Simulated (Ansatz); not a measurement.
Calculated with Ansatz (gas phase, PBE0-D4/def2-TZVP geometries, no zero-point term in ΔE). CBS: MP2 limit from def2 TZ/QZ plus the TZ coupled-cluster correction, frozen cores. Functionals use def2-TZVPP. B3LYP here is the variant with VWN-RPA as its local correlation; programs differ in this. Each species was taken in one conformer, which may not be the lowest.

Consider the ligand exchange at the Al–N bond: `N/C(O)=[N]\[AlH2]` + `NCS` → `[AlH2][NH]CS` + `N=C(N)O`.

`N/C(O)=[N]\[AlH2]`:

Cartesian coordinates in Å:
```
N 0.484 1.327 -1.204
C -0.128 0.195 -0.766
O -0.841 -0.358 -1.779
N -0.044 -0.303 0.381
Al 0.173 -0.929 1.980
H 0.882 1.929 -0.509
H 0.175 1.736 -2.068
H -1.224 -1.164 -1.419
H 1.382 -1.913 2.271
H -0.860 -0.522 3.112
```

`NCS`:

```xyz
8

N    -0.891    0.704    0.072
C     0.311    0.054   -0.395
S     1.515   -0.224    0.929
H    -1.508    0.909   -0.706
H    -1.395    0.112    0.720
H     0.819    0.720   -1.096
H     0.163   -0.904   -0.906
H     0.987   -1.372    1.382
```

`[AlH2][NH]CS`:

```xyz
10

Al   -0.542    0.067   -1.854
N     0.067    0.546   -0.255
C     0.642   -0.298    0.743
S    -0.478   -0.827    2.099
H    -0.306   -1.437   -2.283
H    -1.225    1.187   -2.738
H    -0.077    1.488    0.080
H     1.523    0.150    1.208
H     0.957   -1.244    0.297
H    -0.562    0.369    2.703
```

`N=C(N)O`:

Cartesian coordinates in Å:
```
N -0.858 0.607 -0.884
C -0.048 0.105 -0.046
N 0.881 -0.827 -0.400
O 0.078 0.396 1.275
H -1.437 1.336 -0.483
H 0.733 -1.250 -1.299
H 1.235 -1.420 0.329
H -0.584 1.053 1.508
```

| level | ΔE (kJ/mol) |
| --- | --- |
| B3LYP-D4 | 5.0 |
| PBE0 | 6.3 |

Problem. What does CCSD(T)/CBS give? (An estimate is asked.)

Solution. Ansatz gave: +2.6 kJ/mol. The listed levels differ from it by 2.4, 3.7 kJ/mol.

Largest T1 diagnostic among the species: 0.014.

In def2-TZVPP, CCSD(T) changes the Hartree–Fock value by −9.6 kJ/mol (the triples alone add −1.2 kJ/mol) and MP2 by −7.2 kJ/mol.

CCSD(T)/CBS has its own doubt, a few kJ/mol and more with outer-core shells, so smaller differences from it don't rank the levels.
